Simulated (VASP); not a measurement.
VASP 6.6.1 run: KF

INCAR

```
NELMDL = -12
LCHARG = .FALSE.
ISMEAR = 0
IBRION = -1
PREC = Accurate
ENCUT = 520
ISIF = 2
NSW = 0
LWAVE = .FALSE.
NBANDS = 15
NELM = 120
LASPH = .TRUE.
ALGO = Normal
LREAL = .FALSE.
EDIFF = 1E-7
METAGGA = R2SCAN
SIGMA = 0.01
```

KPOINTS

```
KPOINTS created by Atomic Simulation Environment
0
Gamma
8 8 8
0 0 0
```

POSCAR

```
K  F
 1.0000000000000000
     0.0000000000000000    2.6855501609000001    2.6855501609000001
     2.6855501609000001    0.0000000000000000    2.6855501609000001
     2.6855501609000001    2.6855501609000001    0.0000000000000000
 K   F
   1   1
Cartesian
  0.0000000000000000  0.0000000000000000  0.0000000000000000
  2.6855501609000001  2.6855501609000001  2.6855501609000001
```

The recommended PBE PAW datasets give the neutral cell 16 valence electrons.

Command

```
mpirun -np 1 vasp_std
```

OSZICAR

```
N       E                     dE             d eps       ncg     rms          rms(c)
DAV:   1     0.100920343221E+03    0.10092E+03   -0.85098E+03   870   0.106E+03
DAV:   2    -0.158032958712E+02   -0.11672E+03   -0.10428E+03  1143   0.289E+02
DAV:   3    -0.207484660438E+02   -0.49452E+01   -0.49080E+01  1125   0.521E+01
DAV:   4    -0.208762897458E+02   -0.12782E+00   -0.12779E+00  1154   0.826E+00
DAV:   5    -0.208794540502E+02   -0.31643E-02   -0.31643E-02  1137   0.977E-01
DAV:   6    -0.208794960950E+02   -0.42045E-04   -0.42045E-04  1231   0.108E-01
DAV:   7    -0.208794981187E+02   -0.20237E-05   -0.20238E-05  1111   0.148E-02
DAV:   8    -0.208794981551E+02   -0.36377E-07   -0.36369E-07   830   0.183E-03
DAV:   9    -0.208794981573E+02   -0.21578E-08   -0.21168E-08   856   0.445E-04
DAV:  10    -0.208794981574E+02   -0.14620E-09   -0.14309E-09   652   0.171E-04
DAV:  11    -0.208794981574E+02   -0.35243E-10   -0.39708E-10   484   0.918E-05
DAV:  12    -0.208794981575E+02   -0.57071E-10   -0.16860E-10   463   0.586E-05    0.589E+00
DAV:  13    -0.149749325064E+02    0.59046E+01   -0.20085E+00  1311   0.147E+01    0.207E+00
DAV:  14    -0.149580659523E+02    0.16867E-01   -0.38755E-01   989   0.495E+00    0.196E+00
DAV:  15    -0.150024558187E+02   -0.44390E-01   -0.27759E-01   912   0.436E+00    0.124E+00
DAV:  16    -0.149713514011E+02    0.31104E-01   -0.77330E-02  1087   0.198E+00    0.298E-01
DAV:  17    -0.149714972675E+02   -0.14587E-03   -0.15914E-02   898   0.902E-01    0.247E-01
DAV:  18    -0.149707783410E+02    0.71893E-03   -0.40884E-03   905   0.490E-01    0.607E-02
DAV:  19    -0.149707378204E+02    0.40521E-04   -0.16739E-04  1003   0.962E-02    0.734E-03
DAV:  20    -0.149707360272E+02    0.17933E-05   -0.44222E-06  1129   0.170E-02    0.759E-04
DAV:  21    -0.149707359151E+02    0.11200E-06   -0.12000E-07   918   0.301E-03    0.141E-03
DAV:  22    -0.149707358894E+02    0.25706E-07   -0.14415E-07   758   0.276E-03
   1 F= -.14970736E+02 E0= -.14970736E+02  d E =-.269552E-65
```

From OUTCAR

```
k-points           NKPTS =     29   k-points in BZ     NKDIM =     29   number of bands    NBANDS=     15

   NELECT =      16.0000    total number of electrons

   dimension x,y,z NGX =    28 NGY =   28 NGZ =   28
   dimension x,y,z NGXF=    56 NGYF=   56 NGZF=   56

  energy-cutoff  :      520.00
  volume of cell :       38.74
      direct lattice vectors                 reciprocal lattice vectors
     0.000000000  2.685550161  2.685550161    -0.186181590  0.186181590  0.186181590
     2.685550161  0.000000000  2.685550161     0.186181590 -0.186181590  0.186181590
     2.685550161  2.685550161  0.000000000     0.186181590  0.186181590 -0.186181590

 k-points in reciprocal lattice and weights: KPOINTS created by Atomic Simulation Env
   0.00000000  0.00000000  0.00000000       0.002
   0.12500000  0.00000000  0.00000000       0.016
   0.25000000  0.00000000  0.00000000       0.016
   0.37500000  0.00000000  0.00000000       0.016
   0.50000000  0.00000000  0.00000000       0.008
   0.12500000  0.12500000  0.00000000       0.012
   0.25000000  0.12500000  0.00000000       0.047
   0.37500000  0.12500000  0.00000000       0.047
   ...

 E-fermi :  -3.2695

 k-point     1 :       0.0000    0.0000    0.0000
  band No.  band energies     occupation
      1     -30.5559      2.00000
      2     -23.1704      2.00000
      3     -13.0523      2.00000
      4     -13.0523      2.00000
      5     -13.0523      2.00000
      6      -3.3881      2.00000
      7      -3.3881      2.00000
      8      -3.3881      2.00000
      9       3.3603      0.00000
     10       8.0224      0.00000
     11       8.0224      0.00000
     12       8.0224      0.00000
     13       9.8620      0.00000
     14       9.8620      0.00000
     15      13.6958      0.00000

 k-point     2 :       0.1250    0.0000    0.0000
  band No.  band energies     occupation
      1     -30.5431      2.00000
      2     -23.1813      2.00000
      3     -13.0916      2.00000
      4     -13.0574      2.00000
      5     -13.0574      2.00000
      6      -3.5176      2.00000
      7      -3.4370      2.00000
      8      -3.4370      2.00000
      9       3.7865      0.00000
     10       7.7223      0.00000
     11       8.2356      0.00000
     12       8.2356      0.00000
     13      10.0030      0.00000
     14      10.0030      0.00000
     15      14.5062      0.00000

 k-point     3 :       0.2500    0.0000    0.0000
  band No.  band energies     occupation
      1     -30.5121      2.00000
      2     -23.2091      2.00000
      3     -13.1858      2.00000
      4     -13.0696      2.00000
      5     -13.0696      2.00000
      6      -3.7963      2.00000
      7      -3.5527      2.00000
      8      -3.5527      2.00000
      9       4.8547      0.00000
     10       7.3092      0.00000
     11       8.7668      0.00000
     12       8.7668      0.00000
     13      10.4421      0.00000
     14      10.4421      0.00000
     15      15.7505      0.00000

 ...

  Total       -0.2493072     -0.2493072     -0.2493072      0.0000000      0.0000000      0.0000000
  in kB      -10.3113521    -10.3113521    -10.3113521      0.0000000      0.0000000      0.0000000
  external PRESSURE =     -10.3113521 kB  Pullay stress =       0.0000000 kB

 POSITION                                       TOTAL-FORCE (eV/Angst)
 -----------------------------------------------------------------------------------
      0.00000      0.00000      0.00000        -0.000000      0.000000      0.000000
      2.68555      2.68555      2.68555         0.000000     -0.000000     -0.000000
 -----------------------------------------------------------------------------------
    total drift:                                0.000000      0.000000      0.000000

  FREE ENERGIE OF THE ION-ELECTRON SYSTEM (eV)
  ---------------------------------------------------
  free  energy   TOTEN  =       -14.9707358894 eV

  energy  without entropy=      -14.9707358894  energy(sigma->0) =      -14.97073589
```

It converged. Results: gap between bands v and c on the k mesh 6.75 eV; least direct gap on the k mesh 6.75 eV; pressure -1.0 GPa. Band v is the last that the valence electrons fill when counted band by band, and c is the next.

For comparison, a separate r²SCAN run of the intended cell, on usual settings and not on those above, gives a gap of 6.75 eV on its mesh and a pressure of -1.0 GPa.
